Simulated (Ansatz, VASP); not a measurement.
**One calculation of KCl, two programs**

The input INCAR:

```
  PREC = Accurate
  ENCUT = 520
  EDIFF = 1E-7
  ISMEAR = 0
  SIGMA = 0.05
  LREAL = False
  LASPH = True
  NELM = 80
  ALGO = Normal
  ISIF = 2
  LWAVE = False
  LCHARG = True
  GGA = PS
  LELF = True
  LVHAR = True
  NBANDS = 15
```

The input KPOINTS:

```
Automatic mesh
0
Gamma
  6 6 6
```

Contents of POSCAR:

```
KCl
1.0
    0.0000000000      2.9036120000      3.2823440000
    2.9036120000      0.0000000000      3.2823440000
    2.9036120000      2.9036120000      0.0000000000
K Cl
1 1
Direct
    0.0000000000      0.0000000000      0.0000000000
    0.5000000000      0.5000000000      0.5000000000
```

Input for Ansatz:

```yaml
crystal:
  lattice:
    - [0.0, 2.903612, 3.282344]
    - [2.903612, 0.0, 3.282344]
    - [2.903612, 2.903612, 0.0]
  atoms:
    - { symbol: K, position: [0.0, 0.0, 0.0] }
    - { symbol: Cl, position: [0.5, 0.5, 0.5] }
basis:
  ecutwfc: 420
kpoints:
  mp_grid: { grid: [6, 6, 6] }
hamiltonian:
  xc: pbesol
scf:
  occupations: { method: gaussian, width: 0.05 }
output:
  forces: true
  stress: true
  eigenvalues: true
```

Change from the starting cell: strain -0.080 along x and y, +0.040 along z, atoms carried along.

Alike in both runs: task single point; functional PBEsol; k mesh 6 × 6 × 6; occupations gaussian, width 0.05 eV; no spin polarisation.

|  | VASP | Ansatz |
| --- | --- | --- |
| version | VASP 6.6.1 | Ansatz 0.2.0 |
| potentials or method | VASP PAW PBE potentials, release 64 (K_sv, Cl) | scalar-relativistic, plane waves, PAW |
| plane-wave cutoff (eV) | 520 | 420 |
| valence electrons in the cell | 16 | 16 |

Ansatz gave:

```
gap on the k mesh at the Fermi level (eV)       : 5.28
least direct gap on the mesh (eV)               : 5.28
pressure (GPa)                                  : 3.3
largest component of the traceless stress (GPa) : 4.19
```

Question: Estimate VASP's values.

Answer: gap on the k mesh at the Fermi level (eV): 5.27; least direct gap on the mesh (eV): 5.27; pressure (GPa): 3.4; largest component of the traceless stress (GPa): 4.28.

Caveats: the PAW data sets were made with another functional, which shifts forces and pressure a little (VASP).
